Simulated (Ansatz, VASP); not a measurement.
# HfMo2: VASP beside Ansatz

One calculation is typed for both programs; each brings its own data sets. How far apart do they land? The cell is taken from a series of runs on this material, whose earlier steps may have relaxed, scaled, displaced or heated it; both programs get it as it stands.

Main program and level: Ansatz 0.2.0; plane waves, with VASP 6.6.1 beside it; relaxation of cell and atoms at r2SCAN with rVV10.

## (1) The starting structure

The structure is cubic, space group Fd-3m (No. 227). Conventional cell: a = 7.550 Å, b = 7.550 Å, c = 7.550 Å, α = 90.00°, β = 90.00°, γ = 90.00°. Nearest to Hf lie 12 Mo at 3.13 Å and 4 Hf at 3.27 Å. Nearest to Mo lie 6 Mo at 2.67 Å and 6 Hf at 3.13 Å. Farther neighbours are not listed.

Coordinates:

```cif
data_structure
_symmetry_space_group_name_H-M 'Fd-3m:1'
_symmetry_Int_Tables_number 227
_cell_length_a 7.5500
_cell_length_b 7.5500
_cell_length_c 7.5500
_cell_angle_alpha 90.000
_cell_angle_beta 90.000
_cell_angle_gamma 90.000
_cell_volume 430.37
loop_
_atom_site_label
_atom_site_type_symbol
_atom_site_symmetry_multiplicity
_atom_site_Wyckoff_symbol
_atom_site_fract_x
_atom_site_fract_y
_atom_site_fract_z
_atom_site_occupancy
Hf1 Hf 8 b 0.00000 0.00000 0.50000 1
Mo1 Mo 16 c 0.12500 0.12500 0.12500 1
```

## (2) VASP: relaxation of cell and atoms, r2SCAN with rVV10

The relaxed volume is the usual yardstick between codes: in a stiff, nearly cubic crystal its relative difference is about their pressure difference at one cell divided by the bulk modulus.

Lines of VASP's logs that name or quote its potential files are left out, and so is its time.

Contents of INCAR:

```
SYSTEM = HfMo2
PREC = Accurate
ENCUT = 550
EDIFF = 1E-07
NELM = 120
ISMEAR = -1
SIGMA = 0.05
LREAL = .FALSE.
ALGO = Normal
METAGGA = R2SCAN
LUSE_VDW = .TRUE.
IVDW_NL = 2
BPARAM = 11.95
CPARAM = 0.0093
LASPH = .TRUE.
NBANDS = 47
LORBIT = 11
LWAVE = .FALSE.
LCHARG = .FALSE.
ISIF = 3
IBRION = 2
NSW = 80
EDIFFG = -0.005
GGA_COMPAT = .FALSE.
NELMIN = 4
LMIXTAU = .TRUE.
KPAR = 2
```

Contents of POSCAR:

```
HfMo2
1.0
    0.0000000000      3.7750000000      3.7750000000
    3.7750000000      0.0000000000      3.7750000000
    3.7750000000      3.7750000000      0.0000000000
Hf Mo
2 4
Direct
    0.0000000000      0.0000000000      0.0000000000
    0.2500000000      0.2500000000      0.2500000000
    0.6250000000      0.6250000000      0.6250000000
    0.1250000000      0.6250000000      0.6250000000
    0.6250000000      0.6250000000      0.1250000000
    0.6250000000      0.1250000000      0.6250000000
```

Contents of KPOINTS:

```
Automatic mesh
0
Gamma
8 8 8
0 0 0
```

Potentials, in the order of the species: Hf_pv and Mo_sv (PBE family, release 64).

Launch:

```sh
$ mpirun -np 2 vasp_std
```

Numbers of over 12 decimals in the logs are rounded to 6 here.

Log:

```text
[banner, memory and clock lines left out]
running    2 mpi-ranks, on    1 nodes
 distrk:  each k-point on    1 cores,    2 groups
 distr:  one band on    1 cores,    1 groups

 POSCAR found type information on POSCAR HfMo
 POSCAR found :  2 types and       6 ions
|                                                                             |
|               ----> ADVICE to this user running VASP <----                  |
|                                                                             |
|     You have switched on vdW-DFT.                                           |
|     This routine was written and supplied by Jiri Klimes. We recommend      |
|     that you carefully read and cite the following publications:            |
|       J. Klimes, D.R. Bowler, A. Michelides                                 |
|          J. Phys.: Cond Matt. 22 022201 (2010)                              |
|       J. Klimes, D.R. Bowler, A. Michelides                                 |
|          Phys. Rev. B. 83, 195131 (2011)                                    |
|     and references therein.                                                 |
|                                                                             |

|                                                                             |
|               ----> ADVICE to this user running VASP <----                  |
|                                                                             |
|     You enforced a specific xc type in the INCAR file but a different       |
|     [... a line on the potential file left out ...]
|     I HOPE YOU KNOW WHAT YOU ARE DOING!                                     |
|                                                                             |

 LDA part: xc-table for (None), standard interpolation
 POSCAR, INCAR and KPOINTS ok, starting setup
 FFT: planning ... GRIDC
 FFT: planning ... GRID_SOFT
 FFT: planning ... GRID
 WAVECAR not read
 entering main loop
       N       E                     dE             d eps       ncg     rms          rms(c)
Total rVV10 correction in eV:      1.4270601    78.5275433
Total rVV10 correction in eV:      1.4270601    78.5275433
DAV:   1     0.696457409717E+03    0.69646E+03   -0.48742E+04  2766   0.178E+03
DAV:   2    -0.188181047700E+03   -0.88464E+03   -0.86251E+03  2929   0.530E+02
DAV:   3    -0.224528019510E+03   -0.36347E+02   -0.34654E+02  3644   0.903E+01
DAV:   4    -0.225390747523E+03   -0.86273E+00   -0.85491E+00  3287   0.114E+01
DAV:   5    -0.225408707288E+03   -0.17960E-01   -0.17945E-01  3316   0.160E+00    0.876E+01
Total rVV10 correction in eV:      1.3391510    78.5275441
Total rVV10 correction in eV:      1.3391510    78.5275441
DAV:   6    -0.197704378931E+03    0.27704E+02   -0.14158E+01  2740   0.265E+01    0.446E+01
Total rVV10 correction in eV:      1.2937992    78.5275441
Total rVV10 correction in eV:      1.2937992    78.5275441
DAV:   7    -0.189182198806E+03    0.85222E+01   -0.97282E+00  3035   0.131E+01    0.197E+01
Total rVV10 correction in eV:      1.2886722    78.5275441
Total rVV10 correction in eV:      1.2886722    78.5275441
DAV:   8    -0.198547704346E+03   -0.93655E+01   -0.77313E+00  3060   0.117E+01    0.246E+00
Total rVV10 correction in eV:      1.2898705    78.5275442
Total rVV10 correction in eV:      1.2898705    78.5275442
DAV:   9    -0.194509001978E+03    0.40387E+01   -0.10347E+00  3330   0.603E+00    0.204E+00
Total rVV10 correction in eV:      1.2871173    78.5275442
Total rVV10 correction in eV:      1.2871173    78.5275442
DAV:  10    -0.194398763562E+03    0.11024E+00   -0.11389E-01  3035   0.228E+00    0.172E+00
Total rVV10 correction in eV:      1.2841255    78.5275442
Total rVV10 correction in eV:      1.2841255    78.5275442
DAV:  11    -0.194406951916E+03   -0.81884E-02   -0.55613E-02  3333   0.129E+00    0.994E-01
Total rVV10 correction in eV:      1.2838185    78.5275442
Total rVV10 correction in eV:      1.2838185    78.5275442
DAV:  12    -0.194313835345E+03    0.93117E-01   -0.25859E-02  3367   0.105E+00    0.216E-01
Total rVV10 correction in eV:      1.2831593    78.5275442
Total rVV10 correction in eV:      1.2831593    78.5275442
DAV:  13    -0.194397830080E+03   -0.83995E-01   -0.55339E-02  2803   0.169E+00    0.567E-01
Total rVV10 correction in eV:      1.2835076    78.5275442
Total rVV10 correction in eV:      1.2835076    78.5275442
DAV:  14    -0.194397947382E+03   -0.11730E-03   -0.44318E-03  2957   0.469E-01    0.298E-01
Total rVV10 correction in eV:      1.2836687    78.5275442
Total rVV10 correction in eV:      1.2836687    78.5275442
DAV:  15    -0.194397785128E+03    0.16225E-03   -0.17728E-04  3259   0.737E-02    0.892E-02
Total rVV10 correction in eV:      1.2835874    78.5275442
Total rVV10 correction in eV:      1.2835874    78.5275442
DAV:  16    -0.194398084147E+03   -0.29902E-03   -0.10857E-03  2915   0.202E-01    0.778E-02
Total rVV10 correction in eV:      1.2836544    78.5275442
Total rVV10 correction in eV:      1.2836544    78.5275442
DAV:  17    -0.194398119267E+03   -0.35120E-04   -0.60732E-05  3585   0.356E-02    0.172E-02
Total rVV10 correction in eV:      1.2836464    78.5275442
Total rVV10 correction in eV:      1.2836464    78.5275442
DAV:  18    -0.194398080873E+03    0.38394E-04   -0.12028E-05  3353   0.200E-02    0.125E-02
[...]
search vector abs. value=  0.238E-01
 bond charge predicted
       N       E                     dE             d eps       ncg     rms          rms(c)
Total rVV10 correction in eV:      1.2841631    78.5275442
Total rVV10 correction in eV:      1.2841631    78.5275442
DAV:   1    -0.194891806368E+03   -0.49369E+00   -0.12876E+01  2761   0.250E+01    0.110E+01
Total rVV10 correction in eV:      1.2642648    78.5275434
Total rVV10 correction in eV:      1.2642648    78.5275434
DAV:   2    -0.194473939698E+03    0.41787E+00   -0.26920E+00  3181   0.796E+00    0.449E+00
Total rVV10 correction in eV:      1.2651454    78.5275435
Total rVV10 correction in eV:      1.2651454    78.5275435
DAV:   3    -0.194391321243E+03    0.82618E-01   -0.33244E-01  3255   0.172E+00    0.904E-01
Total rVV10 correction in eV:      1.2623992    78.5275435
Total rVV10 correction in eV:      1.2623992    78.5275435
DAV:   4    -0.194378183598E+03    0.13138E-01   -0.70581E-02  2888   0.149E+00    0.104E+00
Total rVV10 correction in eV:      1.2628918    78.5275435
Total rVV10 correction in eV:      1.2628918    78.5275435
DAV:   5    -0.194380093521E+03   -0.19099E-02   -0.21602E-03  3356   0.283E-01    0.670E-01
Total rVV10 correction in eV:      1.2637749    78.5275435
Total rVV10 correction in eV:      1.2637749    78.5275435
DAV:   6    -0.194379144838E+03    0.94868E-03   -0.74303E-03  3332   0.339E-01    0.463E-01
Total rVV10 correction in eV:      1.2639478    78.5275435
Total rVV10 correction in eV:      1.2639478    78.5275435
DAV:   7    -0.194380825860E+03   -0.16810E-02   -0.38604E-03  3310   0.284E-01    0.130E-01
Total rVV10 correction in eV:      1.2639247    78.5275435
Total rVV10 correction in eV:      1.2639247    78.5275435
DAV:   8    -0.194380874637E+03   -0.48777E-04   -0.16803E-04  3215   0.680E-02    0.340E-02
Total rVV10 correction in eV:      1.2639737    78.5275435
Total rVV10 correction in eV:      1.2639737    78.5275435
DAV:   9    -0.194380869614E+03    0.50230E-05   -0.84584E-05  3172   0.598E-02    0.299E-02
Total rVV10 correction in eV:      1.2639704    78.5275435
Total rVV10 correction in eV:      1.2639704    78.5275435
DAV:  10    -0.194380894626E+03   -0.25012E-04   -0.19998E-05  2984   0.304E-02    0.215E-02
Total rVV10 correction in eV:      1.2639629    78.5275435
Total rVV10 correction in eV:      1.2639629    78.5275435
DAV:  11    -0.194380895333E+03   -0.70683E-06   -0.33895E-06  3434   0.829E-03    0.103E-03
Total rVV10 correction in eV:      1.2639622    78.5275435
Total rVV10 correction in eV:      1.2639622    78.5275435
DAV:  12    -0.194380894974E+03    0.35872E-06   -0.16703E-07  2198   0.294E-03    0.279E-03
Total rVV10 correction in eV:      1.2639618    78.5275435
Total rVV10 correction in eV:      1.2639618    78.5275435
DAV:  13    -0.194380895068E+03   -0.94198E-07   -0.86965E-08  1630   0.161E-03
Total rVV10 correction in eV:      1.2639627    78.5275435
Total rVV10 correction in eV:      1.2639627    78.5275435
Total rVV10 correction in eV:      1.2639615    78.5275435
Total rVV10 correction in eV:      1.2639615    78.5275435
   2 F= -.19438090E+03 E0= -.19437350E+03  d E =0.172229E-01
 trial-energy change:    0.017223  1 .order    0.017333   -0.023781    0.058448
 step:   0.2909(harm=  0.2892)  dis= 0.00000  next Energy=  -194.401579 (dE=-0.346E-02)
 bond charge predicted
       N       E                     dE             d eps       ncg     rms          rms(c)
Total rVV10 correction in eV:      1.2636248    78.5275435
Total rVV10 correction in eV:      1.2636248    78.5275435
DAV:   1    -0.194662967749E+03   -0.28207E+00   -0.65689E+00  2761   0.179E+01    0.757E+00
Total rVV10 correction in eV:      1.2782164    78.5275441
Total rVV10 correction in eV:      1.2782164    78.5275441
DAV:   2    -0.194456636953E+03    0.20633E+00   -0.14779E+00  3239   0.580E+00    0.333E+00
Total rVV10 correction in eV:      1.2771988    78.5275441
Total rVV10 correction in eV:      1.2771988    78.5275441
DAV:   3    -0.194406646589E+03    0.49990E-01   -0.23463E-01  3324   0.135E+00    0.612E-01
Total rVV10 correction in eV:      1.2792498    78.5275441
Total rVV10 correction in eV:      1.2792498    78.5275441
DAV:   4    -0.194400205029E+03    0.64416E-02   -0.41378E-02  2913   0.113E+00    0.668E-01
Total rVV10 correction in eV:      1.2789124    78.5275441
Total rVV10 correction in eV:      1.2789124    78.5275441
DAV:   5    -0.194401208785E+03   -0.10038E-02   -0.11582E-03  3364   0.197E-01    0.426E-01
Total rVV10 correction in eV:      1.2780733    78.5275441
Total rVV10 correction in eV:      1.2780733    78.5275441
DAV:   6    -0.194401053842E+03    0.15494E-03   -0.28909E-03  3327   0.189E-01    0.339E-01
Total rVV10 correction in eV:      1.2779750    78.5275441
Total rVV10 correction in eV:      1.2779750    78.5275441
DAV:   7    -0.194401546719E+03   -0.49288E-03   -0.15861E-03  3326   0.173E-01    0.415E-02
Total rVV10 correction in eV:      1.2779817    78.5275441
Total rVV10 correction in eV:      1.2779817    78.5275441
DAV:   8    -0.194401585060E+03   -0.38341E-04   -0.70688E-05  3110   0.479E-02    0.266E-02
Total rVV10 correction in eV:      1.2779628    78.5275441
Total rVV10 correction in eV:      1.2779628    78.5275441
DAV:   9    -0.194401597717E+03   -0.12657E-04   -0.18844E-05  3093   0.269E-02    0.838E-03
Total rVV10 correction in eV:      1.2779633    78.5275441
Total rVV10 correction in eV:      1.2779633    78.5275441
DAV:  10    -0.194401599203E+03   -0.14852E-05   -0.33609E-06  3273   0.112E-02    0.226E-03
Total rVV10 correction in eV:      1.2779635    78.5275441
Total rVV10 correction in eV:      1.2779635    78.5275441
DAV:  11    -0.194401600169E+03   -0.96587E-06   -0.77427E-07  3301   0.595E-03    0.165E-03
Total rVV10 correction in eV:      1.2779646    78.5275441
Total rVV10 correction in eV:      1.2779646    78.5275441
DAV:  12    -0.194401600229E+03   -0.60225E-07   -0.10651E-07  1925   0.192E-03
Total rVV10 correction in eV:      1.2779631    78.5275441
Total rVV10 correction in eV:      1.2779631    78.5275441
Total rVV10 correction in eV:      1.2779649    78.5275441
Total rVV10 correction in eV:      1.2779649    78.5275441
   3 F= -.19440160E+03 E0= -.19439360E+03  d E =-.348227E-02
 curvature:  -0.14 expect dE=-0.823E-06 dE for cont linesearch -0.823E-06
 trial: gam=-0.01523 g(F)=  0.280E-48 g(S)=  0.569E-05 ort = 0.368E-03 (trialstep = 0.858E+00)
 search vector abs. value=  0.146E-08
 reached required accuracy - stopping structural energy minimisation
```

OUTCAR, selected parts (step 2):

```text
ion  position               nearest neighbor table
   1  0.000  0.000  0.000-   4 3.13   6 3.13   4 3.13   5 3.13   3 3.13   4 3.13   6 3.13   5 3.13
                             5 3.13   6 3.13   3 3.13   3 3.13   2 3.27   2 3.27   2 3.27   2 3.27
   2  0.250  0.250  0.250-   4 3.13   6 3.13   5 3.13   3 3.13   4 3.13   6 3.13   4 3.13   5 3.13
                             5 3.13   6 3.13   3 3.13   3 3.13   1 3.27   1 3.27   1 3.27   1 3.27
   3  0.625  0.625  0.625-   4 2.67   5 2.67   6 2.67   5 2.67   6 2.67   4 2.67   1 3.13   2 3.13
                             1 3.13   2 3.13   1 3.13   2 3.13
   4  0.125  0.625  0.625-   3 2.67   5 2.67   6 2.67   3 2.67   5 2.67   6 2.67   1 3.13   2 3.13
                             2 3.13   1 3.13   2 3.13   1 3.13
   5  0.625  0.625  0.125-   3 2.67   3 2.67   4 2.67   6 2.67   6 2.67   4 2.67   1 3.13   2 3.13
                             1 3.13   2 3.13   1 3.13   2 3.13
   6  0.625  0.125  0.625-   3 2.67   5 2.67   3 2.67   4 2.67   5 2.67   4 2.67   1 3.13   2 3.13
                             1 3.13   2 3.13   1 3.13   2 3.13

  LATTYP: Found a face centered cubic cell.
 ALAT       =     7.5500000000

 Subroutine GETGRP returns: Found 48 space group operations
 (whereof 24 operations were pure point group operations)

The static configuration has the point symmetry T_d .
 The point group associated with its full space group is O_h .

 Found     29 irreducible k-points:

   k-points           NKPTS =     29   k-points in BZ     NKDIM =     29   number of bands    NBANDS=     47

   dimension x,y,z NGX =    42 NGY =   42 NGZ =   42
   dimension x,y,z NGXF=    84 NGYF=   84 NGZF=   84

   ENCUT  =  550.0 eV  40.42 Ry    6.36 a.u.  10.21 10.21 10.21*2*pi/ulx,y,z

   NELECT =      76.0000    total number of electrons

 k-points in reciprocal lattice and weights: Automatic mesh
   0.00000000  0.00000000  0.00000000       0.002
   0.12500000  0.00000000  0.00000000       0.016
   0.25000000  0.00000000  0.00000000       0.016
   0.37500000  0.00000000  0.00000000       0.016
   0.50000000  0.00000000  0.00000000       0.008
   0.12500000  0.12500000  0.00000000       0.012
   0.25000000  0.12500000  0.00000000       0.047
   0.37500000  0.12500000  0.00000000       0.047
   0.50000000  0.12500000  0.00000000       0.047
[...]
-0.37500000  0.50000000  0.12500000       0.023
  -0.25000000  0.50000000  0.25000000       0.012

 average (electrostatic) potential at core
       1 -38.7075       2 -38.7075       3 -77.4436       4 -77.4436       5 -77.4436
       6 -77.4436

 E-fermi :   8.9147

 k-point     1 :       0.0000    0.0000    0.0000
  band No.  band energies     occupation
    ...
     30       5.8079      2.00000
     31       6.2784      2.00000
     32       6.2784      2.00000
     33       8.5160      1.99931
     34       8.5160      1.99931
     35       9.2751      0.00148
     36       9.2751      0.00148
     37       9.2751      0.00148
     38       9.9959      0.00000
     39       9.9959      0.00000
    ...

 k-point     2 :       0.1250    0.0000    0.0000
  band No.  band energies     occupation
    ...
     31       6.3515      2.00000
     32       6.3515      2.00000
     33       8.4619      1.99977
     34       8.4619      1.99977
     35       8.9073      1.07391
     36       9.0615      0.10092
     37       9.0615      0.10092
     38      10.0026      0.00000
     39      10.0516      0.00000
     40      10.0516      0.00000
    ...

 k-point     3 :       0.2500    0.0000    0.0000
  band No.  band energies     occupation
    ...
     33       8.0984      2.00000
     34       8.2663      2.00000
     35       8.2663      2.00000
     36       8.6071      1.99575
     37       8.6071      1.99575
     38       9.8001      0.00000
     39      10.1219      0.00000
     40      10.1219      0.00000
     41      10.4488      0.00000
     42      10.4488      0.00000
    ...

  Total       -0.0153624     -0.0153624     -0.0153624      0.0000000      0.0000000      0.0000000
  in kB       -0.2303659     -0.2303659     -0.2303659      0.0000000      0.0000000      0.0000000
  external PRESSURE =      -0.2303659 kB  Pullay stress =       0.0000000 kB

  energy-cutoff  :      550.00
  volume of cell :      106.84
      direct lattice vectors                 reciprocal lattice vectors
     0.000000000  3.766233798  3.766233798    -0.132758620  0.132758620  0.132758620
     3.766233798  0.000000000  3.766233798     0.132758620 -0.132758620  0.132758620
     3.766233798  3.766233798  0.000000000     0.132758620  0.132758620 -0.132758620

 POSITION                                       TOTAL-FORCE (eV/Angst)
 -----------------------------------------------------------------------------------
      0.00000      0.00000      0.00000         0.000000      0.000000      0.000000
      1.88312      1.88312      1.88312        -0.000000     -0.000000     -0.000000
      4.70779      4.70779      4.70779         0.000000     -0.000000     -0.000000
      4.70779      2.82468      2.82468         0.000000     -0.000000     -0.000000
      2.82468      2.82468      4.70779         0.000000     -0.000000     -0.000000
      2.82468      4.70779      2.82468         0.000000     -0.000000     -0.000000
 -----------------------------------------------------------------------------------
    total drift:                                0.000000      0.000000      0.000000

  FREE ENERGIE OF THE ION-ELECTRON SYSTEM (eV)
  ---------------------------------------------------
  free  energy   TOTEN  =      -194.4016002288 eV

  energy  without entropy=     -194.3856052091  energy(sigma->0) =     -194.39360272

 reached required accuracy - stopping structural energy minimisation

 total charge
# of ion       s       p       d       tot
------------------------------------------
    1        0.359   6.506   1.430   8.295
    2        0.359   6.506   1.430   8.295
    3        2.407   6.196   3.941  12.543
    4        2.407   6.196   3.941  12.543
    5        2.407   6.196   3.941  12.543
    6        2.407   6.196   3.941  12.543
--------------------------------------------------
tot         10.345  37.795  18.625  66.764

[... 3 further parts left out ...]
```

CONTCAR:

```
HfMo2
   1.00000000000000
     0.0000000000000000    3.7662337976379510    3.7662337976379510
     3.7662337976379510    0.0000000000000000    3.7662337976379510
     3.7662337976379510    3.7662337976379510    0.0000000000000000
  Hf              Mo
     2     4
Direct
     0.0000000000000000    0.0000000000000000    0.0000000000000000
     0.2500000000000000    0.2500000000000000    0.2500000000000000
     0.6250000000000000    0.6250000000000000    0.6250000000000000
     0.1250000000000000    0.6250000000000000    0.6250000000000000
     0.6250000000000000    0.6250000000000000    0.1250000000000000
     0.6250000000000000    0.1250000000000000    0.6250000000000000
```

Harder data sets than Hf_pv exist (the GW ones), and pressures, volumes and forces can shift noticeably with them. The run keeps the 48 symmetry operations of its start, so it cannot find a distortion of lower symmetry.

(Part 1 of 2 ends here.)

[Lines on the potential files, build, host, timing and source positions are cut from VASP's logs without a mark.]

[Logs are printed without paths, hosts, clocks, repeated set-up lines and the standing remarks that a program may print on its own settings, such as how far it seeks lower states.]

[Hosts, paths, dates, database ids (printed as entryN), source tags and the programs' standing remarks are cut or masked in the printed files.]
